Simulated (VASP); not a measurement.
Write the native input for VASP 6.6.1 that does the following.

| Quantity | Value |
| --- | --- |
| Task | relaxation of cell and atoms |
| Functional | SCAN |
| Potentials or basis | VASP PAW PBE potentials, release 64 (Hf_sv_GW) |
| Cutoff | 630 eV |
| k mesh | 10 × 10 × 10 |
| Occupations | fermi-dirac, width 0.02 eV |
| Spin | no spin polarisation |
| Hubbard terms | Hf d U = 2 eV |
| Further INCAR settings | ALGO = Normal; EDIFF = 1e-06; IBRION = 2; EDIFFG = -0.01; NSW = 40; ISIF = 3 |

The structure of Hf lies in POSCAR:

```
Hf
1.0
    0.0000000000      2.0608654421      2.0608654421
    2.0608654421      0.0000000000      2.0608654421
    2.0608654421      2.0608654421      0.0000000000
Hf
1
Direct
    0.0000000000      0.0000000000      0.0000000000
```

This isn't the form of Hf at room conditions, which is hcp.

The cell isn't the ideal one: volume scaled by 0.8.

The input as run:

INCAR

```
PREC = Accurate
ENCUT = 630
EDIFF = 1E-6
ISMEAR = -1
SIGMA = 0.02
LREAL = F
LASPH = T
NELM = 100
ALGO = Normal
ISIF = 3
LWAVE = F
LCHARG = F
LMAXMIX = 4
LDAU = T
LDAUTYPE = 2
LDAUL = 2
LDAUU = 2
LDAUJ = 0
LDAUPRINT = 1
METAGGA = SCAN
LMIXTAU = T
IBRION = 2
NSW = 40
EDIFFG = -0.01
```

KPOINTS

```
regular mesh
0
Gamma
  10 10 10
```

Potentials or basis: VASP PAW PBE potentials, release 64 (Hf_sv_GW).

The run is started by

```console
$ cat potpaw_PBE.64/Hf_sv_GW/POTCAR > POTCAR
$ mpirun -np 1 vasp_std > vasp.out
```

Results of the run:

| Property | Result |
| --- | --- |
| Relaxed volume | 22.76 Å³/atom |
| Relaxed cell | a = 3.181 Å, b = 3.181 Å, c = 3.181 Å, α = 60.00°, β = 60.00°, γ = 60.00° |
| Space group after relaxing (to 0.05 Å) | Fm-3m (No. 225) |
| Energy gained by relaxing | 555.9 meV/atom |
| Ionic steps | 21 |
| Pressure after relaxing | -0.1 GPa |
| Band gap on the k mesh | none (metal or under the smearing width) |

Caveat: the PAW data sets were made with another functional, which shifts forces and pressure a little; U without spin polarisation on a metal has little footing; the U is typed as a test and isn't derived for this compound.

Wall time 5.3 min on 1 thread of AMD EPYC 9R45 (Zen 5) (shared host), peak memory 0.13 GiB.
